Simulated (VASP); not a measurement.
# Si (Fd-3m) in VASP: further runs, part 2 of 2

VASP 6.6.1.

### 3 Single point, PBE (grid = ENCUT=400 dk=0.45 cell=2x2x2 ISMEAR=0 SIGMA=0.05 LREAL=Auto EDIFF=1e-06)

The input, INCAR:

```
  PREC = Accurate
  ENCUT = 400
  EDIFF = 1E-6
  ISMEAR = 0
  SIGMA = 0.05
  LREAL = Auto
  LASPH = True
  NELM = 120
  ALGO = Fast
  ISIF = 2
  LWAVE = False
  LCHARG = False
  GGA = PE
  NBANDS = 40
```

The input, KPOINTS:

```
regular mesh
0
Gamma
  3 3 3
```

The input, POSCAR:

```
Si
1.0
    0.0000000000      5.4437023730      5.4437023730
    5.4437023730      0.0000000000      5.4437023730
    5.4437023730      5.4437023730      0.0000000000
Si
16
Direct
    0.2500000000      0.2500000000      0.2500000000
    0.2500000000      0.2500000000      0.7500000000
    0.2500000000      0.7500000000      0.2500000000
    0.2500000000      0.7500000000      0.7500000000
    0.7500000000      0.2500000000      0.2500000000
    0.7500000000      0.2500000000      0.7500000000
    0.7500000000      0.7500000000      0.2500000000
    0.7500000000      0.7500000000      0.7500000000
    0.3750000000      0.3750000000      0.3750000000
    0.3750000000      0.3750000000      0.8750000000
    0.3750000000      0.8750000000      0.3750000000
    0.3750000000      0.8750000000      0.8750000000
    0.8750000000      0.3750000000      0.3750000000
    0.8750000000      0.3750000000      0.8750000000
    0.8750000000      0.8750000000      0.3750000000
    0.8750000000      0.8750000000      0.8750000000
```

Potentials or basis: VASP PAW PBE potentials, release 64 (Si).

Launch:

```
$ cat potpaw_PBE.64/Si/POTCAR > POTCAR
$ mpirun -np 1 vasp_std > vasp.out
```

OUTCAR:

```text
PREC = Accurate
   ENCUT = 400
   EDIFF = 1E-6
   ISMEAR = 0
   LREAL = Auto
   LASPH = True
   NELM = 120
   ISIF = 2
   GGA = PE

 Found      4 irreducible k-points:

 Following reciprocal coordinates:
            Coordinates               Weight
  0.000000  0.000000  0.000000      1.000000
  0.333333  0.000000  0.000000      8.000000
  0.333333  0.333333  0.000000      6.000000
 -0.333333  0.333333  0.000000     12.000000
   k-points           NKPTS =      4   k-points in BZ     NKDIM =      4   number of bands    NBANDS=     40
   number of dos      NEDOS =    301   number of ions     NIONS =     16
   total plane-waves  NPLWV = 125000
   dimension x,y,z NGX =    50 NGY =   50 NGZ =   50
   dimension x,y,z NGXF=   100 NGYF=  100 NGZF=  100
   ions per type =              16
   NGX,Y,Z   is equivalent  to a cutoff of  10.80, 10.80, 10.80 a.u.
   NGXF,Y,Z  is equivalent  to a cutoff of  21.59, 21.59, 21.59 a.u.
 SYSTEM =  unknown system
   PREC   = accura    normal or accurate (medium, high low for compatibility)
   ISTART =      0    job   : 0-new  1-cont  2-samecut
   ICHARG =      2    charge: 1-file 2-atom 10-const
   ISPIN  =      1    spin polarized calculation?
   LNONCOLLINEAR =      F non collinear calculations
   LSORBIT =      F    spin-orbit coupling
   LASPH  =      T    aspherical Exc in radial PAW
   ENCUT  =  400.0 eV  29.40 Ry    5.42 a.u.  12.55 12.55 12.55*2*pi/ulx,y,z
   NELM   =    120;   NELMIN=  2; NELMDL= -5     # of ELM steps
   EDIFF  = 0.1E-05   stopping-criterion for ELM
   LREAL  =      T    real-space projection
   EDIFFG = 0.1E-04   stopping-criterion for IOM
   NSW    =      0    number of steps for IOM
   IBRION =     -1    ionic relax: 0-MD 1-quasi-New 2-CG
   NFREE  =      0    steps in history (QN), initial steepest desc. (CG)
   ISIF   =      2    stress and relaxation
   ISYM   =      2    0-nonsym 1-usesym 2-fastsym
   POTIM  = 0.5000    time-step for ionic-motion
   TEBEG  =    0.0;   TEEND  =   0.0 temperature during run
   PSTRESS=    0.0 pullay stress
   NELECT =      64.0000    total number of electrons
   NUPDOWN=      -1.0000    fix difference up-down
   EMIN   =  10.00;   EMAX   =-10.00  energy-range for DOS
   EFERMI =   0.00;   METHOD = LEGACY
   ISMEAR =     0;   SIGMA  =   0.05  broadening in eV -4-tet -1-fermi 0-gaus
   EFERMI_NEDOS =   21; number of points for ismear=-14 and -15
   IALGO  =     68    algorithm
   IMIX   =      4    mixing-type and parameters
     AMIX     =   0.40;   BMIX     =  1.00
     AMIX_MAG =   1.60;   BMIX_MAG =  1.00
  volume/ion in A,a.u.               =      20.16       136.08
  Fermi-wavevector in a.u.,A,eV,Ry     =   0.954766  1.804247 12.402783  0.911579
  Thomas-Fermi vector in A             =   2.083543
   LORBIT       =      0    0 simple, 1 ext, 2 COOP (PROOUT), +10 PAW based schemes
   GGA     = PE    functional components
   LHFCALC =     F    Hartree Fock is set to
   AEXX    =    0.0000 exact exchange contribution
   IVDW    =     0    specifies the selected vdW correction
   LEPSILON=     F    determine dielectric tensor
   LRPA    =     F    only Hartree local field effects (RPA)
 non-spin polarized calculation
 RMM-DIIS sequential band-by-band and
 Gauss-broadening in eV      SIGMA  =   0.05
  energy-cutoff  :      400.00
  volume of cell :      322.64
 maximum number of plane-waves:      5961
 NGX is ok and might be reduce to    50
   NGX = 25   NGY = 25   NGZ = 25

 number of electron      63.9999997 magnetization

 Free energy of the ion-electron system (eV)
  ---------------------------------------------------
  ext. energy  EPLUGINS =         0.00000000
  ---------------------------------------------------
  free energy    TOTEN  =       -86.59741335 eV

  energy without entropy =      -86.59741335  energy(sigma->0) =      -86.59741335

 E-fermi :   6.0272     XC(G=0):  -9.3760

 val. band max:        5.7619112675   @ k =   0.0000   0.0000   0.0000
 cond. band min:       6.4838728361   @ k =   0.0000   0.0000   0.0000
 fundamental gap:      0.7219615686
 Fermi energy:         6.0272195693

 k-point     1 :       0.0000    0.0000    0.0000
  band No.  band energies     occupation
      1      -6.1483      2.00000
      2      -3.8346      2.00000
      3      -3.8346      2.00000
      4      -3.8346      2.00000
      5      -3.8346      2.00000
      6      -2.0294      2.00000
[... 32 lines left out ...]
     39       7.2759      0.00000
[... 128 lines left out ...]
     39       9.1214      0.00000
     40       9.1262      0.00000

------------------------ aborting loop because EDIFF is reached ----------------------------------------

  FORCE on cell =-STRESS in cart. coord.  units (eV):
  Direction    XX          YY          ZZ          XY          YZ          ZX
  --------------------------------------------------------------------------------------
  -------------------------------------------------------------------------------------
  Total        2.6563917      2.6563917      2.6563917      0.0000000      0.0000000      0.0000000
  in kB       13.1913602     13.1913602     13.1913602      0.0000000      0.0000000      0.0000000
  external PRESSURE =      13.1913602 kB  Pullay stress =       0.0000000 kB

 VOLUME and BASIS-vectors are now :
 -----------------------------------------------------------------------------
  energy-cutoff  :      400.00
  volume of cell :      322.64
      direct lattice vectors                 reciprocal lattice vectors
     0.000000000  5.443702373  5.443702373    -0.091849254  0.091849254  0.091849254
     5.443702373  0.000000000  5.443702373     0.091849254 -0.091849254  0.091849254
     5.443702373  5.443702373  0.000000000     0.091849254  0.091849254 -0.091849254

 POSITION                                       TOTAL-FORCE (eV/Angst)
 -----------------------------------------------------------------------------------
      2.72185      2.72185      2.72185        -0.000000      0.000000     -0.000000
      5.44370      5.44370      2.72185         0.000000      0.000000     -0.000000
      5.44370      2.72185      5.44370        -0.000000     -0.000000     -0.000000
      8.16555      5.44370      5.44370         0.000000      0.000000     -0.000000
      2.72185      5.44370      5.44370        -0.000000      0.000000     -0.000000
      5.44370      8.16555      5.44370         0.000000      0.000000     -0.000000
[... 8 lines left out ...]
      6.80463      6.80463      9.52648        -0.000000     -0.000000      0.000000
      9.52648      9.52648      9.52648         0.000000     -0.000000      0.000000
 -----------------------------------------------------------------------------------
    total drift:                               -0.000001     -0.000001     -0.000001

  FREE ENERGIE OF THE ION-ELECTRON SYSTEM (eV)
  ---------------------------------------------------
  free  energy   TOTEN  =       -86.5974133531 eV

  energy  without entropy=      -86.5974133531  energy(sigma->0) =      -86.59741335
```

OSZICAR:

```text
N       E                     dE             d eps       ncg     rms          rms(c)
DAV:   1     0.149834712745E+03    0.14983E+03   -0.21123E+04   320   0.107E+03
DAV:   2    -0.736862999428E+02   -0.22352E+03   -0.21238E+03   384   0.173E+02
DAV:   3    -0.877155679358E+02   -0.14029E+02   -0.13789E+02   416   0.396E+01
[... 11 lines left out ...]
RMM:  15    -0.865974156868E+02   -0.64175E-07   -0.12384E-05   321   0.129E-02    0.120E-01
RMM:  16    -0.865974206827E+02   -0.49958E-05   -0.83695E-06   357   0.132E-02    0.599E-02
RMM:  17    -0.865974182603E+02    0.24223E-05   -0.25287E-06   251   0.807E-03    0.201E-02
RMM:  18    -0.865974130894E+02    0.51709E-05   -0.29702E-06   250   0.668E-03    0.240E-02
RMM:  19    -0.865974133531E+02   -0.26374E-06   -0.14029E-06   216   0.484E-03
   1 F= -.86597413E+02 E0= -.86597413E+02  d E =-.185530E-14
```

Run time: 76 s. Hardware: 1 thread of Intel Xeon Platinum 8488C (Sapphire Rapids), shared host; peak memory 0.32 GiB.

The run converged, but some of its settings lie outside the range that counts as converged, so its numbers aren't taken as properties of the crystal.

What came out:

```yaml
Free_energy: -86.5974 eV
Pressure: 1.3 GPa
Band_gap_on_the_k_mesh: 0.72 eV
```

Caveat: an odd mesh through Γ misses points on the zone boundary, where band edges often lie.

### 4 Single point, PBE (grid = ENCUT=350 dk=0.35 cell=2x2x2 ISMEAR=0 SIGMA=0.05 LREAL=Auto EDIFF=1e-06)

Edit INCAR of step 3 so:

```diff
@@ -1,3 +1,3 @@
   PREC = Accurate
-  ENCUT = 400
+  ENCUT = 350
   EDIFF = 1E-6
```

KPOINTS is that of step 3.

POSCAR is that of step 3.

Launch:

```
$ cat potpaw_PBE.64/Si/POTCAR > POTCAR
$ mpirun -np 1 vasp_std > vasp.out
```

It took 59 s on 1 thread of Intel Xeon Platinum 8488C (Sapphire Rapids), shared host; peak memory 0.3 GiB.

The run converged, but some of its settings lie outside the range that counts as converged, so its numbers aren't taken as properties of the crystal.

Results:

* Free energy: -86.5808 eV
* Pressure: 1.3 GPa
* Band gap on the k mesh: 0.72 eV

Caveat: an odd mesh through Γ misses points on the zone boundary, where band edges often lie.

### 5 Single point, PBE (grid = ENCUT=500 dk=0.45 cell=2x2x2 ISMEAR=0 SIGMA=0.05 LREAL=Auto EDIFF=1e-06)

Edit INCAR of step 4 so:

```diff
@@ -1,3 +1,3 @@
   PREC = Accurate
-  ENCUT = 350
+  ENCUT = 500
   EDIFF = 1E-6
```

KPOINTS is that of step 4.

POSCAR is that of step 4.

Launch:

```
$ cat potpaw_PBE.64/Si/POTCAR > POTCAR
$ mpirun -np 1 vasp_std > vasp.out
```

Wall time 70 s (1 thread of Intel Xeon Platinum 8488C (Sapphire Rapids), shared host); peak memory 0.38 GiB.

These settings aren't checked as converged: the numbers below hold their error.

What came out:

| Quantity | Value |
| --- | --- |
| Free energy | -86.5979 eV |
| Pressure | 1.3 GPa |
| Band gap on the k mesh | 0.72 eV |

Caveat: an odd mesh through Γ misses points on the zone boundary, where band edges often lie.

### 6 The reference run

An earlier run on the cell as given: functional PBE; potentials or basis VASP PAW PBE potentials, release 64 (Si); cutoff 520 eV; k mesh 8 × 8 × 8; occupations fermi-dirac, width 0.05 eV; no spin polarisation.

- Pressure: 1.3 GPa
- Band gap on the k mesh: 0.63 eV, indirect (least direct gap 2.56 eV)
